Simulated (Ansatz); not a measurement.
**PbS (Galena) in Ansatz: the effect of functional**

PbS (Galena):

```
CELL_PARAMETERS angstrom
0.00000 2.96575 2.96575
2.96575 0.00000 2.96575
2.96575 2.96575 0.00000
ATOMIC_POSITIONS crystal
Pb 0.00000 0.00000 0.00000
S 0.50000 0.50000 0.50000
```

Alike in all runs:

```yaml
Program: Ansatz 0.2.0
Task: single point
Potentials_or_basis: all-electron PAW datasets made for the crystal
k_mesh: 6 × 6 × 6
Occupations: fermi-dirac, width 0.05 eV
Spin: no spin polarisation
```

Question: One run gave: gap on the mesh 0.78 eV. Which functional did it use?
A. PBE0
B. HSE06
C. PBEsol
D. PBE

Answer: B.

```csv
functional,cutoff,gap on the mesh (eV)
PBE,260 eV,0.36
HSE06,290 eV,0.78
PBE0,290 eV,1.36
PBEsol,260 eV,0.25
```

Caveats: spin-orbit coupling is left out, which as a rule narrows the gap of such compounds by several tenths of an eV.

A k mesh can miss the band edges.

Not every run made on this cell is shown here.
